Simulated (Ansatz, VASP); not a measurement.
# One calculation of Sr, two programs

The input INCAR:

```
PREC = Accurate ; ENCUT = 520
EDIFF = 1E-7 ; ISMEAR = -1
SIGMA = 0.03 ; LREAL = F
LASPH = T ; NELM = 100
ALGO = Fast ; ISIF = 2
LWAVE = F ; LCHARG = F
GGA = PE ; NBANDS = 17
```

File KPOINTS:

```
Automatic mesh
0
Gamma
  9 9 5
```

File POSCAR:

```
Sr
1.0
    4.3100002207      0.0000000000      0.0000000000
   -2.1550001104      3.7325696814      0.0000000000
    0.0000000000      0.0000000000      7.0500000000
Sr
2
Direct
    0.3333333333      0.6666666667      0.2500000000
    0.6666666667      0.3333333333      0.7500000000
```

Input for Ansatz:

```yaml
crystal:
  lattice:
    - [4.3100002207, 0.0, 0.0]
    - [-2.1550001104, 3.7325696814, 0.0]
    - [0.0, 0.0, 7.05]
  atoms:
    - { symbol: Sr, position: [0.3333333333, 0.6666666667, 0.25] }
    - { symbol: Sr, position: [0.6666666667, 0.3333333333, 0.75] }
kpoints:
  mp_grid: { grid: [9, 9, 5] }
scf:
  occupations: { method: fermi_dirac, width: 0.03 }
hamiltonian:
  xc: pbe
  pseudopotentials: { kind: all_electron, lapw: { basis_error: 0.0001 } }
output:
  forces: true
  stress: true
  eigenvalues: true
```

Alike in both runs: task single point; functional PBE; k mesh 9 × 9 × 5; occupations fermi-dirac, width 0.03 eV; no spin polarisation.

|  | VASP | Ansatz |
| --- | --- | --- |
| version | VASP 6.6.1 | Ansatz 0.2.0 |
| potentials or method | VASP PAW PBE potentials, release 64 (Sr_sv) | all-electron LAPW, scalar-relativistic |
| plane-wave cutoff (eV) | 520 | see its input |

|  | VASP | Ansatz | Ansatz less VASP |
| --- | --- | --- | --- |
| pressure (GPa) | -0.2 | -0.2 | 0.00 |
| largest component of the traceless stress (GPa) | 0.08 | 0.08 | +0.004 |

Ansatz ran all-electron here, so the differences hold the error of VASP's frozen core and of both bases.
